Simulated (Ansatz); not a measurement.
**MgSi under changes of volume**

One of the cells (17.355 Å³/atom); the others are scaled copies at fixed shape and fractional positions:

```
Si Mg
1.0
     2.90839    0.00000    0.00000
     0.00000    2.90839    0.00000
     0.00000    0.00000    4.10343
Si Mg
1 1
Direct
  0.50000 0.50000 0.50000
  0.00000 0.00000 0.00000
```

The cell comes from a database or a generator and needn't be the stable form of this composition.

| Item | Value |
| --- | --- |
| Program | Ansatz 0.2.0 |
| Functional | LDA |
| Potentials or basis | all-electron LAPW, scalar-relativistic |
| Cutoff | 140 eV (chosen from the basis error) |
| Basis error allowed | 0.001 eV/atom |
| k mesh | 9 × 9 × 7 |
| Occupations | fermi-dirac, width 0.05 eV |
| Spin | no spin polarisation |

```tsv
volume (Å³/atom)	energy over the lowest point (meV/atom)	pressure (GPa)
16.314	0.00	0.7
16.661	0.01	-0.7
17.008	3.01	-2.0
17.355	8.73	-3.2
17.702	16.87	-4.2
18.049	27.19	-5.2
18.396	?	?
```

**Question.** What does the run at 18.396 Å³/atom give?

**Answer.** Energy over the lowest point 39.44 meV/atom; pressure -6.0 GPa.

Worked out: A Birch-Murnaghan fit of order 3 (a polynomial in V^(-2/3)) to the other rows has its minimum at 16.49 Å³/atom with B0 = V·E''(V) = 70 GPa and B' = 4.1 at fixed shape and positions, which overstates the stiffness. It gives 39.47 meV/atom at 18.396 Å³/atom, against the run's 39.44, and -dE/dV = -6.1 GPa, against -6.0.

Energies are extrapolated to zero smearing.
